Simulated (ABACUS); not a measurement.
Crystal: HgTe (Coloradoite).

```
CELL_PARAMETERS angstrom
0.00000 3.21450 3.21450
3.21450 0.00000 3.21450
3.21450 3.21450 0.00000
ATOMIC_POSITIONS crystal
Hg 0.00000 0.00000 0.00000
Te 0.75000 0.75000 0.75000
```

Base run:

* Program: ABACUS 3.10.1
* Functional: PBEsol
* Potentials or basis: SG15 ONCV 1.2 PBE
* Cutoff: 1129 eV
* Density cutoff: 4517 eV
* Basis: plane waves
* k mesh: 7 × 7 × 7
* Occupations: fermi-dirac, width 0.05 eV
* Spin: no spin polarisation

Its results: band gap on the k mesh none (metal or under the smearing width); pressure 1.7 GPa.

Q: The run is repeated on the same cell with these changes: functional from PBEsol to LDA. What comes out?

A: Band gap on the k mesh none (metal or under the smearing width); pressure 0.0 GPa.

LDA binds more tightly than PBEsol, so the same cell stands under less pressure.

Caveats: the potentials were made for another functional, which shifts forces and pressure.
